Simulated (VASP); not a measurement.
**VASP 6.6.1 run: Si**

INCAR

```
ENCUT = 600
LREAL = .FALSE.
IVDW = 12
LCHARG = .FALSE.
LWAVE = .FALSE.
ISMEAR = -1
NSW = 40
NELM = 120
LASPH = .TRUE.
IBRION = 2
PREC = Accurate
EDIFF = 1E-9
GGA = PS
SIGMA = 0.02
ISIF = 3
NBANDS = 11
EDIFFG = -5E-3
```

KPOINTS

```
KPOINTS created by Atomic Simulation Environment
0
Gamma
8 8 8
0 0 0
```

POSCAR

```
Si
 1.0000000000000000
     0.0000000000000000    2.7351466448759321    2.7351466448759321
     2.7351466448759316    0.0000000000000000    2.7351466448759321
     2.7351466448759316    2.7351466448759321    0.0000000000000000
 Si
   2
Cartesian
 -0.0000000000000000  0.0000000000000000 -0.0000000000000000
  1.3675733224379658  1.3675733224379660  1.3675733224379660
```

The recommended PBE PAW datasets give the neutral cell 8 valence electrons.

Command

```
mpirun -np 1 vasp_std
```

OSZICAR

```
N       E                     dE             d eps       ncg     rms          rms(c)
DAV:   1     0.779448901134E+01    0.77945E+01   -0.34710E+03   638   0.630E+02
DAV:   2    -0.110394051999E+02   -0.18834E+02   -0.17817E+02   794   0.901E+01
DAV:   3    -0.116908238474E+02   -0.65142E+00   -0.64919E+00   821   0.138E+01
DAV:   4    -0.116961942911E+02   -0.53704E-02   -0.53696E-02   756   0.156E+00
DAV:   5    -0.116962455945E+02   -0.51303E-04   -0.51303E-04   806   0.146E-01    0.483E+00
DAV:   6    -0.115513022086E+02    0.14494E+00   -0.75988E-02   721   0.110E+00    0.289E+00
DAV:   7    -0.114842544700E+02    0.67048E-01   -0.13792E-01   722   0.158E+00    0.166E-01
DAV:   8    -0.114848728232E+02   -0.61835E-03   -0.56051E-03   722   0.415E-01    0.789E-02
DAV:   9    -0.114849424013E+02   -0.69578E-04   -0.96052E-05   829   0.646E-02    0.547E-02
DAV:  10    -0.114849533090E+02   -0.10908E-04   -0.94959E-06   735   0.172E-02    0.517E-03
...
DAV:   2    -0.114851194858E+02    0.24967E-02   -0.29352E-03   706   0.284E-01    0.220E-01
DAV:   3    -0.114838600798E+02    0.12594E-02   -0.25396E-03   671   0.200E-01    0.574E-02
DAV:   4    -0.114838592866E+02    0.79323E-06   -0.48576E-05   719   0.430E-02    0.515E-02
DAV:   5    -0.114838508024E+02    0.84842E-05   -0.34438E-06   686   0.108E-02    0.107E-02
DAV:   6    -0.114838509984E+02   -0.19596E-06   -0.15417E-07   758   0.234E-03    0.325E-03
DAV:   7    -0.114838510491E+02   -0.50787E-07   -0.18008E-08   704   0.789E-04    0.422E-04
DAV:   8    -0.114838510709E+02   -0.21764E-07   -0.37186E-10   489   0.109E-04    0.494E-04
DAV:   9    -0.114838510728E+02   -0.18879E-08   -0.92189E-11   358   0.614E-05    0.364E-05
DAV:  10    -0.114838510721E+02    0.68064E-09   -0.93540E-12   355   0.209E-05
   3 F= -.12035435E+02 E0= -.12035435E+02  d E =-.181359E-01
```

From OUTCAR

```
k-points           NKPTS =     29   k-points in BZ     NKDIM =     29   number of bands    NBANDS=     11

   NELECT =       8.0000    total number of electrons

   dimension x,y,z NGX =    32 NGY =   32 NGZ =   32
   dimension x,y,z NGXF=    64 NGYF=   64 NGZF=   64

  energy-cutoff  :      600.00
  volume of cell :       39.32
      direct lattice vectors                 reciprocal lattice vectors
     0.000000000  2.699009067  2.699009067    -0.185253175  0.185253175  0.185253175
     2.699009067  0.000000000  2.699009067     0.185253175 -0.185253175  0.185253175
     2.699009067  2.699009067 -0.000000000     0.185253175  0.185253175 -0.185253175

 k-points in reciprocal lattice and weights: KPOINTS created by Atomic Simulation Env
   0.00000000  0.00000000  0.00000000       0.002
   0.12500000  0.00000000  0.00000000       0.016
   0.25000000  0.00000000  0.00000000       0.016
   0.37500000  0.00000000  0.00000000       0.016
   0.50000000  0.00000000  0.00000000       0.008
   0.12500000  0.12500000  0.00000000       0.012
   0.25000000  0.12500000  0.00000000       0.047
   0.37500000  0.12500000  0.00000000       0.047
   ...

 E-fermi :   6.2059

 k-point     1 :       0.0000    0.0000    0.0000
  band No.  band energies     occupation
      1      -6.1401      2.00000
      2       5.9767      1.99998
      3       5.9767      1.99998
      4       5.9767      1.99998
      5       8.5003      0.00000
      6       8.5003      0.00000
      7       8.5003      0.00000
      8       9.5089      0.00000
      9      13.6739      0.00000
     10      13.6739      0.00000
     11      13.7609      0.00000

 k-point     2 :       0.1250    0.0000    0.0000
  band No.  band energies     occupation
      1      -5.9319      2.00000
      2       4.3568      2.00000
      3       5.6787      2.00000
      4       5.6787      2.00000
      5       8.4716      0.00000
      6       8.9360      0.00000
      7       8.9360      0.00000
      8      10.8109      0.00000
      9      13.1616      0.00000
     10      13.1616      0.00000
     11      14.5774      0.00000

 k-point     3 :       0.2500    0.0000    0.0000
  band No.  band energies     occupation
      1      -5.3239      2.00000
      2       1.9895      2.00000
      3       5.1994      2.00000
      4       5.1994      2.00000
      5       7.9993      0.00000
      6       9.4482      0.00000
      7       9.4482      0.00000
      8      12.9723      0.00000
      9      13.1146      0.00000
     10      13.1146      0.00000
     11      14.8236      0.00000

 k-point     4 :       0.3750    0.0000    0.0000
  band No.  band energies     occupation
      1      -4.4070      2.00000
      2      -0.0718      2.00000
      3       4.8695      2.00000
      4       4.8695      2.00000
      5       7.6341      0.00000
      6       9.3628      0.00000
      7       9.3628      0.00000
      8      13.6991      0.00000
      9      14.5400      0.00000
     10      14.5400      0.00000
     11      15.7099      0.00000

 k-point     5 :       0.5000    0.0000    0.0000
  band No.  band energies     occupation
      1      -3.7436      2.00000
      2      -1.1259      2.00000
      3       4.7571      2.00000
      4       4.7571      2.00000
      5       7.5060      0.00000
      6       9.2399      0.00000
      7       9.2399      0.00000
      8      13.5126      0.00000
      9      16.5333      0.00000
     10      16.5333      0.00000
     11      17.3542      0.00000

 ...

  Total       0.00022     0.00022     0.00022     0.00000    -0.00000     0.00000
  in kB       0.00899     0.00899     0.00899     0.00000    -0.00000     0.00000
  external pressure =        0.01 kB  Pullay stress =        0.00 kB

 POSITION                                       TOTAL-FORCE (eV/Angst)
 -----------------------------------------------------------------------------------
      0.00000      0.00000      0.00000        -0.000000      0.000000      0.000000
      1.34950      1.34950      1.34950         0.000000     -0.000000     -0.000000
 -----------------------------------------------------------------------------------
    total drift:                               -0.000000      0.000000      0.000000

  FREE ENERGIE OF THE ION-ELECTRON SYSTEM (eV)
  ---------------------------------------------------
  free  energy   TOTEN  =       -12.0354345879 eV

  energy  without entropy=      -12.0354345244  energy(sigma->0) =      -12.03543456
```

```tsv
ionic step	ΔE (meV/atom)	volume (Å³)	largest force (eV/Å)	pressure (GPa)	electronic steps
1	0.0	40.92	0.000	-3.48	16
2	-5.3	38.34	0.000	2.57	10
3	-9.1	39.32	0.000	0.00	10
```

It converged. Results: relaxed cell vector lengths 3.817, 3.817, 3.817 Å; relaxed cell volume 39.32 Å³.

For comparison, a separate PBEsol relaxation on usual settings, not on those above, ends at 40.16 Å³.

The run above took about 14 s on one core of a shared host (Intel Xeon 6975P-C) and held 0.18 GiB at most.
